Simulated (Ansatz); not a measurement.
Input of an Ansatz 0.2.0 run:

File input.yaml:

```yaml
crystal:
  lattice:
    - [3.113, 0.0, 0.0]
    - [-1.5565, 2.695937082, 0.0]
    - [0.0, 0.0, 4.981]
  atoms:
    - { symbol: Al, position: [0.6666666667, 0.3333333333, 0.5] }
    - { symbol: Al, position: [0.3333333333, 0.6666666667, 0.0] }
    - { symbol: "N", position: [0.6666666667, 0.3333333333, 0.88] }
    - { symbol: "N", position: [0.3333333333, 0.6666666667, 0.38] }
kpoints:
  mp_grid: { grid: [10, 10, 6] }
  band_path:
    path:
      - [0.0, 0.0, 0.0]
      - [0.5, 0.0, 0.0]
      - [0.3333333333, 0.3333333333, 0.0]
      - [0.0, 0.0, 0.0]
      - [0.0, 0.0, 0.5]
      - [0.5, 0.0, 0.5]
      - [0.3333333333, 0.3333333333, 0.5]
      - [0.0, 0.0, 0.5]
    npoints: 12
scf:
  occupations: { method: fermi_dirac, width: 0.05 }
hamiltonian:
  xc: lda
  pseudopotentials: { kind: all_electron, lapw: { basis_error: 0.002 } }
output:
  forces: true
  stress: true
  eigenvalues: true
```

Potentials or basis: all-electron LAPW, scalar-relativistic.

Launch:

```bash
$ ansatz run input.yaml --threads 2 --pin off --max-ram 6144MiB --backend cpu --events-out ev --progress --plain --runs-dir out
```

Q: Predict the band gap along the path.

A: 4.24 eV, direct.

Q: Predict the pressure.

A: -4.6 GPa.

Forces in eV/Å, atoms in the order of the input:
```
Al   0.000  0.000 -0.117
Al   0.000  0.000 -0.117
N    0.000  0.000  0.117
N    0.000  0.000  0.117
```

**What was measured.**

“Structural and optical properties of self-assembled AlN nanowires grown on SiO2/Si substrates by molecular beam epitaxy”, 2024, arxiv:2402.00216 quotes, for a bulk crystal of AlN at 0 K: band gap 6.0343 eV (an exciton energy, a little under the gap).

A measured gap of AlN is 6.0343 eV (an exciton energy, a little under the gap; 0 K; quoted in “Structural and optical properties of self-assembled AlN nanowires grown on SiO2/Si substrates by molecular beam epitaxy”, 2024, arxiv:2402.00216); the calculated 4.24 eV misses it by -1.79 eV. 2 values of this kind are on record (6.034 to 6.0343 eV); this one was drawn at random. The value is that of LDA, without temperature or zero-point motion. Semilocal functionals fall short of measured gaps as a rule.
